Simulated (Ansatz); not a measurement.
Runs of Ansatz 0.2.0 on EuO. It takes space group Fm-3m (No. 225, cubic). Conventional cell: a = 5.144 Å, b = 5.144 Å, c = 5.144 Å, α = 90.00°, β = 90.00°, γ = 90.00°. Eu (site symmetry m-3m) has 6 O at 2.57 Å as nearest neighbours. O (site symmetry m-3m) is surrounded by 6 Eu at 2.57 Å. 

```tsv
task	level	cell	k mesh	cutoff (eV)	points for each segment of the path	atoms under strain	mesh quality	gap on the mesh (eV)	pressure (GPa)	moment (μB)	relaxed volume (Å³/atom)
band structure	HF	as given	5 × 5 × 5	420	4	-	coarse	10.80	8.8	7.00	-
elastic constants	PBEsol	as given	7 × 7 × 7	420	-	relaxed	not flagged	none	(c)	6.96	-
band structure	r2SCAN50	as given	5 × 5 × 5	500	4	-	coarse	4.64	(b)	7.00	-
relaxation of cell and atoms	BLYP+D4	relaxed	9 × 9 × 9	420	-	-	not flagged	none	0.0	6.92	16.19
relaxation of cell and atoms	PBEsol0	relaxed	5 × 5 × 5	420	-	-	coarse	0.97	0.0	7.00	16.20
band structure	HSE03	as given	5 × 5 × 5	420	4	-	coarse	-	(a)	7.00	-
```

Alike in all rows: potentials or basis Ansatz PAW; spin collinear, ferromagnetic start; smearing fermi-dirac 0.05 eV.

Problem. Estimate the missing entries.

Solution. (a) -1.1; (b) -0.7; (c) -9.2.

Caveats: some runs use coarse meshes; spin-orbit coupling is left out, which moves the levels of the heavy elements; a cell with one magnetic atom can't hold antiferromagnetic order, which such compounds often take; the PAW data sets come from PBE, with cores solved anew for the run's functional, which leaves a small shift of forces and pressure; the magnetic or orbital state may not be the lowest (some runs); the thresholds are loose for stress (some runs); the k mesh misses the band edges, so the gap on the mesh is wider than the one along the path (some runs); without U or exact exchange the open f shell lies at the Fermi level, which spoils levels, moments and volumes (some runs).

A k mesh can miss the band edges, and the runs leave out spin-orbit coupling on Eu.

A gap of «none» marks a metal or a gap under the smearing width.

Runs at the PBE level aren't shown here.
